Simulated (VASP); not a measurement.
# TiAl (Pm-3m) in VASP: a series of runs, part 2 of 2

VASP 6.6.1. Earlier steps stand in the parts before.

## Step 4: Single point, PBE

File INCAR:

```
SYSTEM = TiAl
  PREC = Accurate
  ENCUT = 520
  EDIFF = 1E-7
  ISMEAR = -1
  SIGMA = 0.05
  LREAL = .FALSE.
  LASPH = .TRUE.
  NELM = 80
  ALGO = Normal
  ISIF = 2
  LWAVE = .FALSE.
  LCHARG = .FALSE.
  GGA = PE
  NBANDS = 14
```

File KPOINTS:

```
regular mesh
0
G
  8 8 8
  0 0 0
```

File POSCAR:

```
TiAl
1.0
    3.1790640000      0.0000000000      0.0000000000
    0.0000000000      3.1790640000      0.0000000000
    0.0000000000      0.0000000000      3.1790640000
Ti Al
1 1
Direct
    0.0000000000      0.0000000000      0.0000000000
    0.5000000000      0.5000000000      0.5000000000
```

Potentials or basis: VASP PAW PBE potentials, release 64 (Ti_sv, Al).

Started as:

```
cat potpaw_PBE.64/Ti_sv/POTCAR potpaw_PBE.64/Al/POTCAR > POTCAR
mpirun -np 1 vasp_std > vasp.out
```

OUTCAR:

```text
SYSTEM = TiAl
   PREC = Accurate
   ENCUT = 520
   EDIFF = 1E-7
   ISMEAR = -1
   LREAL = .FALSE.
   LASPH = .TRUE.
   NELM = 80
   ISIF = 2
   GGA = PE

 ion  position               nearest neighbor table
   1  0.000  0.000  0.000-   2 2.75   2 2.75   2 2.75   2 2.75   2 2.75   2 2.75   2 2.75   2 2.75

   2  0.500  0.500  0.500-   1 2.75   1 2.75   1 2.75   1 2.75   1 2.75   1 2.75   1 2.75   1 2.75

  LATTYP: Found a simple cubic cell.
 ALAT       =     3.1790640000

[... 792 lines left out ...]

------------------------ aborting loop because EDIFF is reached ----------------------------------------

  FORCE on cell =-STRESS in cart. coord.  units (eV):
  Direction    XX          YY          ZZ          XY          YZ          ZX
  --------------------------------------------------------------------------------------
  -------------------------------------------------------------------------------------
  Total        0.1671102      0.1671102      0.1671102      0.0000000     -0.0000000     -0.0000000
  in kB        8.3332737      8.3332737      8.3332737      0.0000000     -0.0000000     -0.0000000
  external PRESSURE =       8.3332737 kB  Pullay stress =       0.0000000 kB

 VOLUME and BASIS-vectors are now :
 -----------------------------------------------------------------------------
  energy-cutoff  :      520.00
  volume of cell :       32.13
      direct lattice vectors                 reciprocal lattice vectors
     3.179064000  0.000000000  0.000000000     0.314557996  0.000000000  0.000000000
     0.000000000  3.179064000  0.000000000     0.000000000  0.314557996  0.000000000
     0.000000000  0.000000000  3.179064000     0.000000000  0.000000000  0.314557996

 POSITION                                       TOTAL-FORCE (eV/Angst)
 -----------------------------------------------------------------------------------
      0.00000      0.00000      0.00000         0.000000      0.000000      0.000000
      1.58953      1.58953      1.58953         0.000000      0.000000      0.000000
 -----------------------------------------------------------------------------------
    total drift:                                0.000000      0.000000      0.000000

  FREE ENERGIE OF THE ION-ELECTRON SYSTEM (eV)
  ---------------------------------------------------
  free  energy   TOTEN  =       -12.1147055681 eV

  energy  without entropy=      -12.0918399668  energy(sigma->0) =      -12.10327277
```

Run time: 5.4 s. Hardware: 1 thread of Intel Xeon Platinum 8559C (Emerald Rapids), shared host; peak memory 0.14 GiB.

What came out:

| Item | Value |
| --- | --- |
| Free energy | -12.1147 eV |
| Pressure | 0.8 GPa |
| Band gap on the k mesh | none (metal or under the smearing width) |

Levels at points of the mesh, in eV from the Fermi level:
| k point | band 3 | band 4 | band 5 | band 6 | band 7 | band 8 | band 9 | band 10 | band 11 | band 12 |
| --- | --- | --- | --- | --- | --- | --- | --- | --- | --- | --- |
| (0.00, 0.00, 0.00) | -33.10 | -33.10 | -9.28 | -1.44 | -1.44 | 1.80 | 1.80 | 1.80 | 4.41 | 4.41 |
| (0.50, 0.00, 0.00) | -33.09 | -33.09 | -6.04 | -5.19 | -0.55 | 0.15 | 0.15 | 2.01 | 2.98 | 6.51 |
| (0.50, 0.50, 0.00) | -33.25 | -33.07 | -5.01 | -2.11 | -2.11 | -1.47 | 0.71 | 0.71 | 2.72 | 4.70 |
| (0.50, 0.50, 0.50) | -33.23 | -33.23 | -3.09 | -3.09 | -3.09 | 0.63 | 2.79 | 2.79 | 2.91 | 2.91 |

## Step 5: Single point, PBE (atoms moved at random, drawn with an rms of 0.05 Å)

File INCAR:

```
PREC = Accurate ; ENCUT = 520
EDIFF = 1E-7 ; ISMEAR = -1
SIGMA = 0.05 ; LREAL = F
LASPH = T ; NELM = 60
ALGO = Normal ; ISIF = 2
LWAVE = F ; LCHARG = T
GGA = PE ; LELF = T
LVHAR = T ; NBANDS = 14
```

File KPOINTS:

```
regular mesh
0
Gamma
  8 8 8
```

File POSCAR:

```
TiAl
1.0
    3.1790640000      0.0000000000      0.0000000000
    0.0000000000      3.1790640000      0.0000000000
    0.0000000000      0.0000000000      3.1790640000
Ti Al
1 1
Direct
   -0.0011440000      0.0075800000      0.0017040000
    0.5093050000      0.5064700000      0.5006210000
```

Potentials or basis: VASP PAW PBE potentials, release 64 (Ti_sv, Al).

Started as:

```
cat potpaw_PBE.64/Ti_sv/POTCAR potpaw_PBE.64/Al/POTCAR > POTCAR
mpirun -np 1 vasp_std > vasp.out
```

OUTCAR:

```text
PREC = Accurate
   ENCUT = 520
   EDIFF = 1E-7
   ISMEAR = -1
   LREAL = F
   LASPH = T
   NELM = 60
   ISIF = 2
   GGA = PE

 ion  position               nearest neighbor table
   1  0.999  0.008  0.002-   2 2.73   2 2.73   2 2.73   2 2.74   2 2.77   2 2.77   2 2.77   2 2.78

   2  0.509  0.506  0.501-   1 2.73   1 2.73   1 2.73   1 2.74   1 2.77   1 2.77   1 2.77   1 2.78

  LATTYP: Found a simple cubic cell.
 ALAT       =     3.1790640000

  Lattice vectors:

 A1 = (   3.1790640000,   0.0000000000,   0.0000000000)
 A2 = (   0.0000000000,   3.1790640000,   0.0000000000)
 A3 = (   0.0000000000,   0.0000000000,   3.1790640000)

Analysis of symmetry for initial positions (statically):
=====================================================================
 Subroutine PRICEL returns:
 Original cell was already a primitive cell.

 Routine SETGRP: Setting up the symmetry group for a
 simple cubic supercell.

 Subroutine GETGRP returns: Found  1 space group operations
 (whereof  1 operations were pure point group operations)
 out of a pool of 48 trial point group operations.

The static configuration has the point symmetry C_1 .

Analysis of symmetry for dynamics (positions and initial velocities):
=====================================================================
 Subroutine PRICEL returns:
 Original cell was already a primitive cell.

 Routine SETGRP: Setting up the symmetry group for a
 simple cubic supercell.

 Subroutine GETGRP returns: Found  1 space group operations
 (whereof  1 operations were pure point group operations)
 out of a pool of 48 trial point group operations.

The dynamic configuration has the point symmetry C_1 .

 Subroutine INISYM returns: Found  1 space group operations
 (whereof  1 operations are pure point group operations),
 and found     1 'primitive' translations

----------------------------------------------------------------------------------------

                                     Primitive cell

  volume of cell :      32.1290

  direct lattice vectors                    reciprocal lattice vectors
     3.179064000  0.000000000  0.000000000     0.314557996  0.000000000  0.000000000
     0.000000000  3.179064000  0.000000000     0.000000000  0.314557996  0.000000000
     0.000000000  0.000000000  3.179064000     0.000000000  0.000000000  0.314557996

  length of vectors
     3.179064000  3.179064000  3.179064000     0.314557996  0.314557996  0.314557996

  position of ions in fractional coordinates (direct lattice)
     0.998856000  0.007580000  0.001704000
     0.509305000  0.506470000  0.500621000

  ion indices of the primitive-cell ions
   primitive index   ion index
                 1           1
                 2           2

----------------------------------------------------------------------------------------

 KPOINTS: regular mesh

Automatic generation of k-mesh.
 Grid dimensions read from file:
 generate k-points for:    8    8    8

 Generating k-lattice:

  Cartesian coordinates                     Fractional coordinates (reciprocal lattice)
     0.039319749  0.000000000  0.000000000     0.125000000  0.000000000  0.000000000
     0.000000000  0.039319749  0.000000000     0.000000000  0.125000000  0.000000000
     0.000000000  0.000000000  0.039319749     0.000000000  0.000000000  0.125000000

  Length of vectors
[... 65 lines left out ...]
   total plane-waves  NPLWV =  13824
   dimension x,y,z NGX =    24 NGY =   24 NGZ =   24
   dimension x,y,z NGXF=    48 NGYF=   48 NGZF=   48
   ions per type =               1   1
   NGX,Y,Z   is equivalent  to a cutoff of  12.55, 12.55, 12.55 a.u.
   NGXF,Y,Z  is equivalent  to a cutoff of  25.10, 25.10, 25.10 a.u.
 SYSTEM =  unknown system
   PREC   = accura    normal or accurate (medium, high low for compatibility)
   ISTART =      0    job   : 0-new  1-cont  2-samecut
   ICHARG =      2    charge: 1-file 2-atom 10-const
   ISPIN  =      1    spin polarized calculation?
   LNONCOLLINEAR =      F non collinear calculations
   LSORBIT =      F    spin-orbit coupling
   LASPH  =      T    aspherical Exc in radial PAW
   ENCUT  =  520.0 eV  38.22 Ry    6.18 a.u.   5.91  5.91  5.91*2*pi/ulx,y,z
   NELM   =     60;   NELMIN=  2; NELMDL= -5     # of ELM steps
   EDIFF  = 0.1E-06   stopping-criterion for ELM
   LREAL  =      F    real-space projection
   EDIFFG = 0.1E-05   stopping-criterion for IOM
   NSW    =      0    number of steps for IOM
   IBRION =     -1    ionic relax: 0-MD 1-quasi-New 2-CG
   NFREE  =      0    steps in history (QN), initial steepest desc. (CG)
   ISIF   =      2    stress and relaxation
   ISYM   =      2    0-nonsym 1-usesym 2-fastsym
   POTIM  = 0.5000    time-step for ionic-motion
   TEBEG  =    0.0;   TEEND  =   0.0 temperature during run
   PSTRESS=    0.0 pullay stress
   NELECT =      15.0000    total number of electrons
   NUPDOWN=      -1.0000    fix difference up-down
   EMIN   =  10.00;   EMAX   =-10.00  energy-range for DOS
   EFERMI =   0.00;   METHOD = LEGACY
   ISMEAR =    -1;   SIGMA  =   0.05  broadening in eV -4-tet -1-fermi 0-gaus
   EFERMI_NEDOS =   21; number of points for ismear=-14 and -15
   IALGO  =     38    algorithm
   IMIX   =      4    mixing-type and parameters
     AMIX     =   0.40;   BMIX     =  1.00
     AMIX_MAG =   1.60;   BMIX_MAG =  1.00
  volume/ion in A,a.u.               =      16.06       108.41
  Fermi-wavevector in a.u.,A,eV,Ry     =   1.270007  2.399964 21.945065  1.612917
  Thomas-Fermi vector in A             =   2.403017
   LORBIT       =      0    0 simple, 1 ext, 2 COOP (PROOUT), +10 PAW based schemes
   GGA     = PE    functional components
   LHFCALC =     F    Hartree Fock is set to
   AEXX    =    0.0000 exact exchange contribution
   IVDW    =     0    specifies the selected vdW correction
   LEPSILON=     F    determine dielectric tensor
   LRPA    =     F    only Hartree local field effects (RPA)
 non-spin polarized calculation
  energy-cutoff  :      520.00
  volume of cell :       32.13
 maximum number of plane-waves:       912
   NGX = 11   NGY = 11   NGZ = 11

 number of electron      14.9999995 magnetization

 Free energy of the ion-electron system (eV)
  ---------------------------------------------------
  ext. energy  EPLUGINS =         0.00000000
  ---------------------------------------------------
  free energy    TOTEN  =       -12.11113572 eV

  energy without entropy =      -12.08826529  energy(sigma->0) =      -12.09970051

 E-fermi :   8.7755     XC(G=0): -11.0865

 val. band max:        8.7494070330   @ k =   0.3750   0.1250   0.1250
 cond. band min:       8.7808781437   @ k =  -0.3750   0.3750   0.2500
 fundamental gap:      0.0314711107
 Fermi energy:         8.7754664630

 k-point     1 :       0.0000    0.0000    0.0000
  band No.  band energies     occupation
      1     -48.1238      2.00000
      2     -24.3250      2.00000
      3     -24.3249      2.00000
      4     -24.3249      2.00000
      5      -0.5006      2.00000
      6       7.3342      2.00000
      7       7.3342      2.00000
      8      10.5778      0.00000
      9      10.5785      0.00000
     10      10.5787      0.00000
     11      13.1899      0.00000
     12      13.1899      0.00000
     13      13.1920      0.00000
     14      17.5709      0.00000
[... 649 lines left out ...]
      1     -48.1090      2.00000
      2     -24.4674      2.00000
      3     -24.3362      2.00000
      4     -24.3099      2.00000
      5       1.7979      2.00000
      6       5.0755      2.00000
      7       8.0174      2.00000
      8       8.8442      0.40373
      9       9.1624      0.00087
     10      10.5053      0.00000
     11      11.6352      0.00000
     12      14.7927      0.00000
     13      16.4912      0.00000
     14      16.7550      0.00000

 [... further k-points ...]

------------------------ aborting loop because EDIFF is reached ----------------------------------------

  FORCE on cell =-STRESS in cart. coord.  units (eV):
  Direction    XX          YY          ZZ          XY          YZ          ZX
  --------------------------------------------------------------------------------------
  -------------------------------------------------------------------------------------
  Total        0.1679067      0.1780534      0.1782666     -0.0019001      0.0002113     -0.0018397
  in kB        8.3729938      8.8789799      8.8896114     -0.0947539      0.0105356     -0.0917405
  external PRESSURE =       8.7138617 kB  Pullay stress =       0.0000000 kB

 VOLUME and BASIS-vectors are now :
 -----------------------------------------------------------------------------
  energy-cutoff  :      520.00
  volume of cell :       32.13
      direct lattice vectors                 reciprocal lattice vectors
     3.179064000  0.000000000  0.000000000     0.314557996  0.000000000  0.000000000
     0.000000000  3.179064000  0.000000000     0.000000000  0.314557996  0.000000000
     0.000000000  0.000000000  3.179064000     0.000000000  0.000000000  0.314557996

 POSITION                                       TOTAL-FORCE (eV/Angst)
 -----------------------------------------------------------------------------------
      3.17543      0.02410      0.00542         0.210302     -0.022354     -0.021803
      1.61911      1.61010      1.59151        -0.210302      0.022354      0.021803
 -----------------------------------------------------------------------------------
    total drift:                               -0.000017      0.000080      0.000107

  FREE ENERGIE OF THE ION-ELECTRON SYSTEM (eV)
  ---------------------------------------------------
  free  energy   TOTEN  =       -12.1111357239 eV

  energy  without entropy=      -12.0882652895  energy(sigma->0) =      -12.09970051
```

stdout:

```text
POSCAR found type information on POSCAR TiAl
 POSCAR found :  2 types and       2 ions
 scaLAPACK will be used
 LDA part: xc-table for (Slater+PW92), standard interpolation
 POSCAR, INCAR and KPOINTS ok, starting setup
 FFT: planning ... GRIDC
 FFT: planning ... GRID_SOFT
 FFT: planning ... GRID
 WAVECAR not read
 entering main loop
```

Run time: 28 s. Hardware: 1 thread of Intel Xeon Platinum 8559C (Emerald Rapids), shared host; peak memory 0.23 GiB.

What came out:

```yaml
Free_energy: -12.1111 eV
Pressure: 0.9 GPa
Largest_force: 0.213 eV/Å
Band_gap_on_the_k_mesh: none (metal or under the smearing width)
```

Forces on the atoms (eV/Å):
```
Ti   0.210 -0.022 -0.022
Al  -0.210  0.022  0.022
```

Levels at points of the mesh, in eV from the Fermi level:
```tsv
k point	band 5	band 6	band 7	band 8	band 9	band 10
(0.00, 0.00, 0.00)	-9.28	-1.44	-1.44	1.80	1.80	1.80
(0.50, 0.00, 0.00)	-6.04	-5.19	-0.55	0.15	0.15	2.01
(0.00, 0.50, 0.00)	-6.04	-5.19	-0.55	0.15	0.15	2.01
(0.00, 0.00, 0.50)	-6.04	-5.19	-0.55	0.15	0.15	2.01
(0.50, 0.50, 0.00)	-5.01	-2.11	-2.11	-1.46	0.71	0.71
(0.00, 0.50, 0.50)	-5.01	-2.11	-2.11	-1.47	0.71	0.71
(0.50, 0.00, 0.50)	-5.01	-2.11	-2.11	-1.46	0.71	0.71
(0.50, 0.50, 0.50)	-3.09	-3.09	-3.09	0.63	2.79	2.79
```

## Step 6: The runs side by side

```csv
level,cell,ladder,gap on the mesh (eV),pressure (GPa),largest force (eV/Å)
PBEsol,as given,free,none,-2.3,-
PBEsol,"atoms moved at random, drawn with an rms of 0.05 Å",free,none,-2.3,0.21
PBE,as given,-,none,0.8,-
PBE,"atoms moved at random, drawn with an rms of 0.05 Å",-,none,0.9,0.21
```

Alike in all rows: task single point; potentials or basis VASP PAW PBE potentials, release 64 (Ti_sv, Al); no spin polarisation; k mesh 8 × 8 × 8; cutoff (eV) 520; smearing fermi-dirac 0.05 eV.

Caveats: the PAW data sets were made with another functional, which shifts forces and pressure a little (some runs).

Total energies depend on the potentials used, so only differences within one code and one set of settings carry meaning.
